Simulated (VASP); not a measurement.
The system is ZnO.

```xyz
4
Lattice="3.2368 0.0000 0.0000 -1.6184 2.8031 0.0000 0.0000 0.0000 5.2239" Properties=species:S:1:pos:R:3 pbc="T T T"
Zn    0.0000    1.8687    2.6118
Zn    1.6184    0.9344    5.2238
O     1.6184    0.9344    1.9800
O     0.0000    1.8687    4.5919
```

Base run:

| Item | Value |
| --- | --- |
| Program | VASP 6.6.1 |
| Functional | HSE06 |
| Potentials or basis | VASP PAW PBE potentials, release 64 (Zn, O) |
| Cutoff | 520 eV |
| k mesh | 6 × 6 × 3 |
| Occupations | gaussian, width 0.03 eV |
| Spin | no spin polarisation |

Its results: band gap on the k mesh 2.50 eV, direct; pressure 2.3 GPa.

Task: The run is repeated on the same cell with these changes: functional from HSE06 to PBEsol. What comes out?

Result: Band gap on the k mesh 0.68 eV, direct; pressure 0.0 GPa.

HSE06 gives the wider gap, since exact exchange removes part of the self-interaction.

Caveats: the PAW data sets were made with another functional, which shifts forces and pressure a little.
